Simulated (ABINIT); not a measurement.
An input for ABINIT 10.8.3 (MgO (Fm-3m)):

```
acell 3*1.0 Angstrom
rprim 
  -0.000000000000 2.097001392700 2.097001392700
  2.097001392700 -0.000000000000 2.097001392700
  2.097001392700 2.097001392700 -0.000000000000
ntypat 2
znucl 12 8
natom 2
typat 1 2
xred 
  0.000000000000 0.000000000000 0.000000000000
  0.500000000000 0.500000000000 0.500000000000
pp_dirpath "pseudos"
pseudos "Mg.upf, O.upf"
ecut 38
ngkpt 6 6 6
nshiftk 1
shiftk 0 0 0
kptopt 1
chksymbreak 0
istwfk *1
occopt 1
irdwfk 1
optdriver 4
nband 109
gwcalctyp 0
ecutsigx 38
symsigma 1
nkptgw 16
kptgw 
  0.0000000000 0.0000000000 0.0000000000
  0.1666666667 0.0000000000 0.0000000000
  0.3333333333 0.0000000000 0.0000000000
  0.5000000000 0.0000000000 0.0000000000
  0.1666666667 0.1666666667 0.0000000000
  0.3333333333 0.1666666667 0.0000000000
  0.5000000000 0.1666666667 0.0000000000
  -0.3333333333 0.1666666667 0.0000000000
  -0.1666666667 0.1666666667 0.0000000000
  0.3333333333 0.3333333333 0.0000000000
  0.5000000000 0.3333333333 0.0000000000
  -0.3333333333 0.3333333333 0.0000000000
  0.5000000000 0.5000000000 0.0000000000
  0.5000000000 0.3333333333 0.1666666667
  -0.3333333333 0.3333333333 0.1666666667
  -0.3333333333 0.5000000000 0.1666666667
bdgw 
  6 15
  6 15
  6 15
  6 15
  6 15
  6 15
  6 15
  6 15
  6 15
  6 15
  6 15
  6 15
  6 15
  6 15
  6 15
  6 15
ecuteps 9
irdscr 1
ppmodel 1
indata_prefix "in"
outdata_prefix "out"
tmpdata_prefix "tmp"
```

```sh
OMP_NUM_THREADS=1 mpirun -n 8 abinit run.abi > log
```

Question: How long will it take on 8 MPI ranks of Arm Neoverse V2, shared host, and how much memory?

It took 3.7 min; on shared hardware allow 1.9 min to 7.5 min. Peak host memory was 1.7 GiB.

[Paths, hosts, dates, memory and timing lines, banners, echoed tables and standing remarks are left out of the program output.]

[Logs are printed without paths, hosts, clocks, repeated set-up lines and the standing remarks that a program may print on its own settings, such as how far it seeks lower states.]

[Runs of the session that timed out or met a known fault of the program may be left out.]

[Hosts, paths, dates, database ids (printed as entryN), source tags and the programs' standing remarks are cut or masked in the printed files.]

[G0W0 gaps are taken among the corrected bands and points alone; a level outside them can change the order at an edge.]

[Where Ansatz stands beside ABINIT at settings called matched, ABINIT's density can come from a denser mesh and the files from another edition; pairs whose starting gaps differed by over 0.03 eV were left out, so agreement reads better than it is.]
